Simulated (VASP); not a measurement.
Input of a VASP 6.6.1 run:

File INCAR:

```
SYSTEM = GaAs
PREC = Accurate
ENCUT = 520
EDIFF = 1E-6
ISMEAR = 0
SIGMA = 0.1
LREAL = .False.
LASPH = .True.
NELM = 100
ALGO = Fast
ISIF = 2
LWAVE = .False.
LCHARG = .True.
LDIPOL = .True.
IDIPOL = 3
DIPOL = 0.5 0.5 0.284
GGA = PE
LELF = .True.
LVHAR = .True.
LVACPOTAV = .True.
NBANDS = 26
```

KPOINTS

```
regular mesh
0
Gamma
  12 12 1
  0 0 0
```

File POSCAR:

```
GaAs
1.0
    4.0128234031     -0.0000003209      0.0000000000
   -2.0064114236      3.4752071684      0.0000000000
    0.0000000000      0.0000000000     33.4981707600
Ga As
2 2
Direct
    0.0000000000      0.0000000000      0.2414747086
    0.0000000000      0.0000000000      0.3257204417
    0.3333333333      0.6666666667      0.2195733887
    0.6666666667      0.3333333333      0.3476217616
```

Potentials or basis: VASP PAW PBE potentials, release 64 (Ga_d, As).

Run with:

```bash
$ cat potpaw_PBE.64/Ga_d/POTCAR potpaw_PBE.64/As/POTCAR > POTCAR
$ mpirun -np 1 vasp_std > vasp.out
```

Question: What does it give for the band gap on the k mesh?

Answer: None (metal or under the smearing width).

Question: Estimate the largest force.

Answer: 0.123 eV/Å.

Question: Predict the work function of the lower face.

Answer: 5.34 eV.

Question: Estimate the work function of the upper face.

Answer: 5.34 eV.

Forces on the atoms (eV/Å):
```
Ga   0.000  0.000 -0.123
Ga   0.000  0.000  0.123
As   0.000  0.000  0.123
As   0.000  0.000 -0.123
```
